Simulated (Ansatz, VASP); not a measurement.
One calculation of Al, two programs

```
Al
1.0
     2.06793    2.06793    0.00000
    -2.06793    2.06793    0.00000
     0.00000    0.00000    3.87119
Al
2
Cartesian
  0.0000 0.0000 0.0000
  0.0000 2.0679 1.9356
```

Change from the starting cell: biaxial strain in the a-b plane, c and atoms relaxed: +3.0 %.

Alike in both runs: functional PBEsol; k mesh 18 × 18 × 14; occupations gaussian, width 0.1 eV; no spin polarisation.

Ansatz relaxed the structure, and its values are those at the end. VASP's run is a single point on that final structure, the one shown.

|  | VASP | Ansatz |
| --- | --- | --- |
| version | VASP 6.6.1 | Ansatz 0.2.0 |
| potentials or method | VASP PAW PBE potentials, release 64 (Al) | scalar-relativistic, plane waves, PAW |
| plane-wave cutoff (eV) | 520 | 420 |
| valence electrons in the cell | 6 | 6 |

Ansatz gave:

| Quantity | Value |
| --- | --- |
| gap on the k mesh at the Fermi level (eV) | none |
| pressure (GPa) | -1.5 |

**Question.** What did VASP give for the same quantities?

**Answer.** gap on the k mesh at the Fermi level (eV): none; pressure (GPa): -1.4.

A gap of «none» marks a metal or a gap that the smearing closes.

Caveats: the PAW data sets were made with another functional, which shifts forces and pressure a little (VASP).
